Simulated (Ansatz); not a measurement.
Runs of Ansatz 0.2.0 on Gd. Symmetry: Im-3m, No. 229, cubic system. The conventional cell has a = 4.050 Å, b = 4.050 Å, c = 4.050 Å, α = 90.00°, β = 90.00°, γ = 90.00°. Around Gd (site symmetry m-3m) lie 8 Gd at 3.51 Å. This isn't the form of Gd at room conditions, which is hcp.

| task | cell | target pressure (GPa) | gap on the mesh (eV) | pressure (GPa) | moment (μB) |
| --- | --- | --- | --- | --- | --- |
| relaxation of cell and atoms | relaxed to 2 GPa | 2 | none | 2.0 | 7.57 |
| relaxation of cell and atoms | relaxed | - | none | 0.0 | 7.62 |
| single point | as given | - | none | -0.1 | 7.62 |
| relaxation of cell and atoms | relaxed to 5 GPa | 5 | none | 5.0 | (a) |

Alike in all rows: level PBE; potentials or basis Ansatz PAW; spin collinear, ferromagnetic start; k mesh 7 × 7 × 7; cutoff (eV) 420; smearing fermi-dirac 0.05 eV.

Estimate the missing entries.

(a) 7.53.

Caveats: spin-orbit coupling is left out, which moves the levels of the heavy elements; the plane-wave basis is chosen anew once the cell has moved, so the energies of steps on either side of that aren't comparable (some runs).

A k mesh can miss the band edges, and the runs leave out spin-orbit coupling on Gd.

A gap of «none» marks a metal or a gap under the smearing width.
